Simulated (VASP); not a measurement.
A calculation with VASP 6.6.1 of TiH (native input, structure from a POSCAR):

The input INCAR:

```
PREC = Accurate ; ENCUT = 520
EDIFF = 1E-6 ; ISMEAR = 0
SIGMA = 0.02 ; LREAL = False
LASPH = True ; NELM = 60
ALGO = Fast ; ISIF = 2
LWAVE = False ; LCHARG = False
GGA = CA
```

File KPOINTS:

```
Automatic mesh
0
Gamma
  11 11 5
```

The input POSCAR:

```
TiH
2.8776
    0.999993577252      0.000000000000      0.000000000000
   -0.499996788609      0.866019841500      0.000000000000
    0.000000000000      0.000000000000      1.829056852933
Ti H
2 2
Direct
    0.0000000000      0.0000000000      0.5000000000
    0.0000000000      0.0000000000      0.0000000000
    0.3333333333      0.6666666667      0.2500000000
    0.6666666667      0.3333333333      0.7500000000
```

Potentials or basis: VASP PAW LDA potentials, release 64 (Ti_pv, H).

Run with:

```sh
$ cat potpaw_LDA.64/Ti_pv/POTCAR potpaw_LDA.64/H/POTCAR > POTCAR
$ mpirun -np 1 vasp_std > vasp.out
```

The cell comes from a database or a generator and needn't be the stable form of this composition.

Q: Write the same calculation in another form: ASE script, Cartesian positions.

A: As run:

Contents of run.py:

```python
from ase.calculators.vasp import Vasp
from ase.dft.bandgap import bandgap
from ase.io import read

atoms = read('TiH.xyz')
calc = Vasp(
    directory='calc',
    xc='lda',
    pp='LDA',
    setups='materialsproject',
    prec='Accurate',
    encut=520,
    ediff=1e-06,
    ismear=0,
    sigma=0.02,
    lreal=False,
    lasph=True,
    nelm=80,
    algo='Normal',
    isif=2,
    lwave=False,
    lcharg=False,
    kpts=[11, 11, 5],
    gamma=True,
)
atoms.calc = calc

print('energy (eV):', atoms.get_potential_energy())
print('free energy (eV):', atoms.get_potential_energy(force_consistent=True))
print('forces (eV/A):')
print(atoms.get_forces())
print('stress (eV/A^3, Voigt):', atoms.get_stress())
print('Fermi level (eV):', calc.get_fermi_level())
gap, top, bottom = bandgap(calc)
print('band gap (eV):', gap, 'from (spin, k, band)', top, 'to', bottom)
```

The input TiH.xyz:

```xyz
4
Lattice="2.8775815179 0.0000000000 0.0000000000 -1.4387907589 2.4920586959 0.0000000000 0.0000000000 0.0000000000 5.2632940000" Properties=species:S:1:pos:R:3 pbc="T T T"
Ti     0.0000000000      0.0000000000      2.6316470000
Ti     0.0000000000      0.0000000000      0.0000000000
H     -0.0000000001      1.6613724640      1.3158235000
H      1.4387907591      0.8306862319      3.9474705000
```

Potentials or basis: VASP PAW LDA potentials, release 64 (Ti_pv, H).

Launch:

```bash
$ python run.py
```

Both were run:

|  | native input, structure from a POSCAR | ASE script, Cartesian positions |
| --- | --- | --- |
| Pressure | -9.0 GPa | -8.9 GPa |
| Band gap on the k mesh | none (metal or under the smearing width) | none (metal or under the smearing width) |

Keys that steer only the numerical path or the files written may differ.
